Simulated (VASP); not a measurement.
# Ni (Fm-3m) in VASP: elastic constants with LDA

Aim: the elastic constants of Ni with LDA.

Everything below comes from runs of VASP 6.6.1. Logs are shortened: lines on timing, memory, paths and dates and some standing lists are left out, and cuts for length are marked.

**1. The crystal as given**

It takes space group Fm-3m (No. 225, cubic). The conventional cell has a = 3.551 Å, b = 3.551 Å, c = 3.551 Å, α = 90.00°, β = 90.00°, γ = 90.00°. Around Ni (site symmetry m-3m) lie 12 Ni at 2.51 Å.

**2. Elastic constants, LDA, collinear spin, ferromagnetic start**

POSCAR reads:

```
Ni
1.0
    0.0000000000      1.7756500000      1.7756500000
    1.7756500000      0.0000000000      1.7756500000
    1.7756500000      1.7756500000      0.0000000000
Ni
1
Direct
    0.0000000000      0.0000000000      0.0000000000
```

INCAR.step1 reads:

```
ALGO = Normal
EDIFF = 1E-8
EDIFFG = -0.002
ENCUT = 600
IBRION = 2
ISIF = 3
ISMEAR = 0
ISPIN = 2
LASPH = True
LCHARG = False
LMAXMIX = 4
LORBIT = 11
LREAL = False
LWAVE = False
MAGMOM = 1
NELM = 120
NSW = 40
PREC = Accurate
SIGMA = 0.1
```

INCAR.step2 reads:

```
ALGO = Normal
EDIFF = 1E-8
ENCUT = 600
IBRION = 6
ISIF = 3
ISMEAR = 0
ISPIN = 2
LASPH = True
LCHARG = False
LMAXMIX = 4
LORBIT = 11
LREAL = False
LWAVE = False
MAGMOM = 1
NELM = 120
NFREE = 2
NSW = 1
POTIM = 0.015
PREC = Accurate
SIGMA = 0.1
```

KPOINTS reads:

```
k-points
0
Gamma
  26 26 26
```

Potentials or basis: VASP PAW LDA potentials, release 64 (Ni).

Run with:

```bash
cat potpaw_LDA.64/Ni/POTCAR > POTCAR
cp INCAR.step1 INCAR
mpirun -np 1 vasp_std > vasp.out
cp CONTCAR POSCAR
cp INCAR.step2 INCAR
mpirun -np 1 vasp_std > vasp.out
```

OUTCAR:

```text
EDIFF = 1E-8
   ENCUT = 600
   IBRION = 6
   ISIF = 3
   ISMEAR = 0
   ISPIN = 2
   LASPH = True
   LORBIT = 11
   LREAL = False
   NELM = 120
   NFREE = 2
   NSW = 1
   POTIM = 0.015
   PREC = Accurate

 ion  position               nearest neighbor table
   1  0.000  0.000  0.000-

  LATTYP: Found a face centered cubic cell.
 ALAT       =     3.4220536839

  Lattice vectors:

 A1 = (   0.0000000000,   1.7110268419,   1.7110268419)
 A2 = (   1.7110268419,   0.0000000000,   1.7110268419)
 A3 = (   1.7110268419,   1.7110268419,   0.0000000000)

Analysis of symmetry for initial positions (statically):
=====================================================================
 Subroutine PRICEL returns:
 Original cell was already a primitive cell.

 Routine SETGRP: Setting up the symmetry group for a
 face centered cubic supercell.

 Subroutine GETGRP returns: Found 48 space group operations
 (whereof 48 operations were pure point group operations)
 out of a pool of 48 trial point group operations.

The static configuration has the point symmetry O_h .

Analysis of symmetry for dynamics (positions and initial velocities):
=====================================================================
 Subroutine PRICEL returns:
 Original cell was already a primitive cell.

 Routine SETGRP: Setting up the symmetry group for a
 face centered cubic supercell.

 Subroutine GETGRP returns: Found 48 space group operations
 (whereof 48 operations were pure point group operations)
 out of a pool of 48 trial point group operations.

The dynamic configuration has the point symmetry O_h .

Analysis of structural, dynamic, and magnetic symmetry:
=====================================================================
 Subroutine PRICEL returns:
 Original cell was already a primitive cell.

 Routine SETGRP: Setting up the symmetry group for a
 face centered cubic supercell.

 Subroutine GETGRP returns: Found 48 space group operations
 (whereof 48 operations were pure point group operations)
 out of a pool of 48 trial point group operations.

The overall configuration has the point symmetry O_h .

 Subroutine INISYM returns: Found 48 space group operations
 (whereof 48 operations are pure point group operations),
 and found     1 'primitive' translations

----------------------------------------------------------------------------------------

                                     Primitive cell

  volume of cell :      10.0184

  direct lattice vectors                    reciprocal lattice vectors
     0.000000000  1.711026842  1.711026842    -0.292222184  0.292222184  0.292222184
     1.711026842  0.000000000  1.711026842     0.292222184 -0.292222184  0.292222184
     1.711026842  1.711026842  0.000000000     0.292222184  0.292222184 -0.292222184

  length of vectors
     2.419757365  2.419757365  2.419757365     0.506143669  0.506143669  0.506143669

  position of ions in fractional coordinates (direct lattice)
     0.000000000  0.000000000  0.000000000

  ion indices of the primitive-cell ions
   primitive index   ion index
                 1           1

----------------------------------------------------------------------------------------

 KPOINTS: k-points

Automatic generation of k-mesh.
 Grid dimensions read from file:
 generate k-points for:   26   26   26

 Generating k-lattice:

[... 99 lines left out ...]

--------------------------------------- Ionic step        1  -------------------------------------------

 number of electron      10.0000000 magnetization       1.0000000

 number of electron       9.9999993 magnetization       0.5667569

 Free energy of the ion-electron system (eV)
  ---------------------------------------------------
  ext. energy  EPLUGINS =         0.00000000
  ---------------------------------------------------
  free energy    TOTEN  =        -6.58388113 eV

  energy without entropy =       -6.57544632  energy(sigma->0) =       -6.57966373

------------------------ aborting loop because EDIFF is reached ----------------------------------------

  FORCE on cell =-STRESS in cart. coord.  units (eV):
  Direction    XX          YY          ZZ          XY          YZ          ZX
  --------------------------------------------------------------------------------------
  -------------------------------------------------------------------------------------
  Total       -0.0013729     -0.0013729     -0.0013729     -0.0000000     -0.0000000      0.0000000
  in kB       -0.2195614     -0.2195614     -0.2195614     -0.0000000     -0.0000000      0.0000000
  external PRESSURE =      -0.2195614 kB  Pullay stress =       0.0000000 kB
[... 86 lines left out ...]
  FREE ENERGIE OF THE ION-ELECTRON SYSTEM (eV)
  ---------------------------------------------------
  free  energy   TOTEN  =        -6.5813824497 eV

  energy  without entropy=       -6.5731092586  energy(sigma->0) =       -6.57724585

[... ionic steps 4 to 12 ...]

--------------------------------------- Ionic step       13  -------------------------------------------

 number of electron       9.9999994 magnetization       0.5670211

 Fermi energy:        10.2511931248

 spin component 2

 k-point     1 :       0.0000    0.0000    0.0000
  band No.  band energies     occupation
      1       0.7288      1.00000
      2       8.2253      1.00000
      3       8.2773      1.00000
      4       8.3391      1.00000
      5       9.5330      1.00000
      6       9.5346      1.00000
      7      34.6948      0.00000
      8      38.8034      0.00000
      9      39.2061      0.00000
     10      39.5713      0.00000
[... 368 lines left out ...]
--------------------------------------- Ionic step       15  -------------------------------------------

 number of electron       9.9999997 magnetization       0.5667588

 Free energy of the ion-electron system (eV)
  ---------------------------------------------------
  ext. energy  EPLUGINS =         0.00000000
  ---------------------------------------------------
  free energy    TOTEN  =        -6.58388411 eV

  energy without entropy =       -6.57544931  energy(sigma->0) =       -6.57966671

 E-fermi :  10.2516     XC(G=0): -14.1081

 val. band max:       10.2508217532   @ k =   0.3462   0.1538   0.0769
 cond. band min:      10.2524627123   @ k =   0.5000   0.1538   0.0769
 fundamental gap:      0.0016409590
 Fermi energy:        10.2516147318

 spin component 1

 k-point     1 :       0.0000    0.0000    0.0000
  band No.  band energies     occupation
      1       0.6852      1.00000
      2       7.6999      1.00000
      3       7.6999      1.00000
      4       7.6999      1.00000
      5       8.9991      1.00000
      6       8.9991      1.00000
      7      34.7233      0.00000
      8      39.1411      0.00000
      9      39.1411      0.00000
     10      39.1411      0.00000
[... 643 lines left out ...]
  FREE ENERGIE OF THE ION-ELECTRON SYSTEM (eV)
  ---------------------------------------------------
  free  energy   TOTEN  =        -6.5838841130 eV

  energy  without entropy=       -6.5754493143  energy(sigma->0) =       -6.57966671

 INTERNAL STRAIN TENSORS FROM STRAINED CELLS
 ============================================

 INTERNAL STRAIN TENSOR FOR ION    1 for displacements in x,y,z  (eV/Angst):
          X           Y           Z          XY          YZ          ZX
  --------------------------------------------------------------------------------
  x     0.00000     0.00000     0.00000     0.00000     0.00000     0.00000
  y    -0.00000     0.00000    -0.00000     0.00000     0.00000    -0.00000
  z    -0.00000    -0.00000     0.00000    -0.00000    -0.00000     0.00000

 INTERNAL STRAIN TENSORS FROM DISPLACED ATOMS
 ============================================

 INTERNAL STRAIN TENSOR FOR ION    1 for displacements in x,y,z  (eV/Angst):
          X           Y           Z          XY          YZ          ZX
  --------------------------------------------------------------------------------
  x     0.00000     0.00000     0.00000     0.00000     0.00000     0.00000
  y     0.00000     0.00000     0.00000     0.00000     0.00000     0.00000
  z     0.00000     0.00000     0.00000     0.00000     0.00000     0.00000

 Eigenvectors and eigenvalues of the dynamical matrix
 ----------------------------------------------------

   1 f/i=    0.000000 THz     0.000000 2PiTHz    0.000000 cm-1     0.000000 meV
             X         Y         Z           dx          dy          dz
      0.000000  0.000000  0.000000     0.707107    0.707107    0.000000

   2 f/i=    0.000000 THz     0.000000 2PiTHz    0.000000 cm-1     0.000000 meV
             X         Y         Z           dx          dy          dz
      0.000000  0.000000  0.000000     0.707107   -0.707107    0.000000

   3 f/i=    0.000000 THz     0.000000 2PiTHz    0.000000 cm-1     0.000000 meV
             X         Y         Z           dx          dy          dz
      0.000000  0.000000  0.000000     0.000000    0.000000    1.000000

--------------------------------------------------------------------------------------------------------

 ELASTIC MODULI CONTR FROM IONIC RELAXATION (kBar)
 Direction    XX          YY          ZZ          XY          YZ          ZX
 --------------------------------------------------------------------------------
 XX           0.0000      0.0000      0.0000      0.0000      0.0000      0.0000
 YY           0.0000      0.0000      0.0000      0.0000      0.0000      0.0000
 ZZ           0.0000      0.0000      0.0000      0.0000      0.0000      0.0000
 XY           0.0000      0.0000      0.0000      0.0000      0.0000      0.0000
 YZ           0.0000      0.0000      0.0000      0.0000      0.0000      0.0000
 ZX           0.0000      0.0000      0.0000      0.0000      0.0000      0.0000
 --------------------------------------------------------------------------------

 TOTAL ELASTIC MODULI (kBar)
 Direction    XX          YY          ZZ          XY          YZ          ZX
 --------------------------------------------------------------------------------
 XX        3488.3876   2055.4808   2055.4808      0.0000     -0.0000      0.0000
 YY        2055.4808   3488.3876   2055.4808      0.0000      0.0000     -0.0000
 ZZ        2055.4808   2055.4808   3488.3876     -0.0000      0.0000      0.0000
 XY           0.0000      0.0000     -0.0000   1580.0343      0.0000      0.0000
 YZ          -0.0000      0.0000      0.0000      0.0000   1580.0343      0.0000
 ZX           0.0000     -0.0000      0.0000      0.0000      0.0000   1580.0343
 --------------------------------------------------------------------------------

 total charge

# of ion       s       p       d       tot
------------------------------------------
    1        0.535   0.573   8.370   9.478

 magnetization (x)

# of ion       s       p       d       tot
------------------------------------------
    1       -0.005  -0.018   0.590   0.567
```

Wall time 48 min (1 thread of Intel Xeon 6975P-C (Granite Rapids), shared host); peak memory 1.8 GiB.

Results:

- Relaxed volume: 10.02 Å³/atom
- Relaxed cell: a = 2.420 Å, b = 2.420 Å, c = 2.420 Å, α = 60.00°, β = 60.00°, γ = 60.00°
- Space group after relaxing (to 0.05 Å): Fm-3m (No. 225)
- Net moment: 0.57 μB per cell
- Site moments: Ni +0.57 μB
- Valence electrons inside the program's atomic spheres: Ni 9.48
- Elastic constants C11, C12, C44: 349, 206, 158 GPa
- Voigt bulk modulus: 253 GPa

Step by step:
```tsv
step	energy change (eV)	largest force (eV/Å)	pressure (GPa)	volume (Å³)
1	0.0000	0.0000	-21.43	11.20
2	0.0266	0.0000	38.14	8.94
3	-0.0880	0.0000	-0.63	10.04
4	-0.0881	0.0000	-0.08	10.02
5	-0.0880	0.0000	0.50	10.00
6	-0.0880	0.0000	-0.54	10.04
7	-0.0881	0.0000	0.00	10.02
```

Final structure:
```
Ni
1.0
     0.00000    1.71103    1.71103
     1.71103    0.00000    1.71103
     1.71103    1.71103    0.00000
Ni
1
Direct
  0.00000 0.00000 0.00000
```

Elastic tensor in Voigt notation (GPa, in the Cartesian axes of the cell as first typed):
```
349 206 206   0   0   0
206 349 206   0   0   0
206 206 349   0   0   0
  0   0   0 158   0   0
  0   0   0   0 158   0
  0   0   0   0   0 158
```

Clamped-ion elastic tensor (GPa):
```
349 206 206   0   0   0
206 349 206   0   0   0
206 206 349   0   0   0
  0   0   0 158   0   0
  0   0   0   0 158   0
  0   0   0   0   0 158
```
